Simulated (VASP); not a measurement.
Input of a VASP 6.6.1 run:

INCAR

```
PREC     = Accurate       # precision mode
ENCUT    = 600            # plane-wave cutoff, eV
EDIFF    = 1E-6           # SCF threshold, eV
ISMEAR   = -1             # smearing method
SIGMA    = 0.05           # smearing width, eV
LREAL    = False          # projectors in reciprocal space
LASPH    = True           # aspherical terms in the spheres
NELM     = 60             # most SCF steps
ALGO     = Normal         # electronic algorithm
ISIF     = 3              # what is computed and relaxed
LWAVE    = False          # write WAVECAR
LCHARG   = False          # write CHGCAR
METAGGA  = R2SCAN         # meta-GGA
LMIXTAU  = True         
IBRION   = 2              # ionic algorithm
NSW      = 40             # ionic steps
EDIFFG   = -0.01          # ionic threshold
```

KPOINTS

```
Automatic mesh
0
Gamma
  8 8 8
```

Contents of POSCAR:

```
Sr
1.0
    0.0000000000      3.0423500000      3.0423500000
    3.0423500000      0.0000000000      3.0423500000
    3.0423500000      3.0423500000      0.0000000000
Sr
1
Direct
    0.0000000000      0.0000000000      0.0000000000
```

Potentials or basis: VASP PAW PBE potentials, release 64 (Sr_sv).

The run is started by

```bash
$ cat potpaw_PBE.64/Sr_sv/POTCAR > POTCAR
$ mpirun -np 1 vasp_std > vasp.out
```

**Question.** Estimate the space group after relaxing (to 0.05 Å).

**Answer.** Fm-3m (No. 225).

**Question.** What does it give for the relaxed volume?

**Answer.** 56.66 Å³/atom.

Final structure:
```yaml
crystal:
  lattice:
    - [0.00000, 3.04839, 3.04839]
    - [3.04839, 0.00000, 3.04839]
    - [3.04839, 3.04839, 0.00000]
  atoms:
    - { symbol: Sr, position: [0.00000, 0.00000, 0.00000] }
```

Caveat: the PAW data sets were made with another functional, which shifts forces and pressure a little. Zero-point motion and thermal expansion aren't in these numbers.
